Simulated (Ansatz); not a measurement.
**CdS (zincblende): gap against strain (xy shear, engineering strain (angle))**

CdS (zincblende), relaxed with r2SCAN in Ansatz, then strained (xy shear, engineering strain (angle); angles, axes as in the cell below) with the atoms relaxed again within the symmetry that is left. The symmetry is F-43m (No. 216, cubic); conventional cell a = 5.878 Å, 25.39 Å³ an atom. Around Cd lie 4 S at 2.55 Å; around S lie 4 Cd at 2.55 Å. The values are computed, spin-unpolarised, and not measurements.

```xyz
2
Lattice="0.0000 2.9392 2.9392 2.9392 0.0000 2.9392 2.9392 2.9392 0.0000" Properties=species:S:1:pos:R:3 pbc="T T T"
Cd    0.0000    0.0000    0.0000
S     1.4696    1.4696    1.4696
```

Gaps are the least over each mesh (PBE 8×8×8, r2SCAN 8×8×8, HSE06 6×6×6 when unstrained) and the special points, which keep their unstrained names; stress is the change from the unstrained cell, compression positive.

```
strain (%)  gap, PBE (eV)  gap, r2SCAN (eV)  gap, HSE06 (eV)  edges, HSE06  xy stress, r2SCAN (GPa)  energy rise, r2SCAN (meV/atom)
     -4.88          0.983             1.425            1.988             Γ                    +1.27                             4.9
     -3.24          1.026             1.470                –             –                    +0.84                             2.1
     -3.16          1.027             1.472            2.036             Γ                    +0.82                             2.0
      -2.5          1.043             1.488            2.052             Γ                    +0.65                             1.3
     -1.64          1.062             1.508            2.072             Γ                    +0.43                             0.5
       0.0          1.095             1.543            2.106             Γ                     0.00                             0.0
     +4.16          1.002             1.446            2.009             Γ                    -1.08                             3.5
```

The runs are scalar-relativistic, without spin-orbit coupling.

The meshes of the hybrids are coarse, so their gaps aren't converged to the digits shown.
